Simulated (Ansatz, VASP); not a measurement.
# Fitting the r2SCAN energy curve of InAs

It takes space group F-43m (No. 216, cubic). Conventional cell: a = 6.036 Å, b = 6.036 Å, c = 6.036 Å, α = 90.00°, β = 90.00°, γ = 90.00°. In (site symmetry -43m) has 4 As at 2.61 Å as nearest neighbours. As (site symmetry -43m) is surrounded by 4 In at 2.61 Å.

The cell was scaled at fixed shape and fractions and run with Ansatz, Ansatz PAW, cutoff 500 eV; r2SCAN, k mesh 8 × 8 × 8 on the cell of 2 atoms, fermi-dirac occupations of 0.05 eV, no spin polarisation, no spin-orbit coupling. The potentials were made for PBE. Energies are those that the program minimises, any entropy of the smearing included.

```tsv
V (Å³/atom)	energy over the lowest row (meV/atom)
25.8396	53.49
26.3894	32.32
26.9391	?
27.4889	6.84
28.0387	1.35
28.5885	0.00
29.1383	2.34
```

Problem. Fit the third-order Birch-Murnaghan form, give V0, B0 and B′, and predict the energy left open.

Solution. With y = (V0/V)^(2/3), E = E0 + (9 V0 B0/16) [(y - 1)³ B′ + (y - 1)² (6 - 4y)]. Least squares through the rows shown give V0 = 28.5050 Å³/atom, E0 = -0.05 meV, B0 = 56.77 GPa (1 eV/Å³ = 160.218 GPa) and B′ = 4.88, with a largest miss of 0.01 meV. At V = 26.9391 the form with these constants gives 16.98 meV; the run gave 16.98 meV an atom. Other set-ups at this level, from all their volumes (Å³/atom, GPa): VASP, PBE PAW files As, In_d, 520 eV (made for PBE): V0 28.522, B0 56.96. The runs are for a static lattice.

The fitted minimum lies at a larger volume than the listed cell, and also above the measured volume of zinc-blende InAs, whereas the bulk modulus is close to experiment. Lattice vibrations would normally expand the crystal further, so they can't account for the excess. The close match between the two set-ups makes a plain numerical error unlikely and points to something they share, probably the functional or its pairing with the core potentials.

The modest stiffness reflects long, partly ionic sp³ bonds and a low density of bonding electrons, which make InAs softer than III-V compounds of smaller atoms. Compression costs more than an equal expansion because Pauli repulsion and kinetic energy rise steeply as the shells are pushed together, while the bonding attraction fades more gently on stretching; the positive B′ expresses this. Recovering the omitted energy shows that the curve is smooth and well interpolated, but it is no test of the functional's accuracy. Nor does a single-phase curve establish where zinc blende gives way to denser structures under pressure.
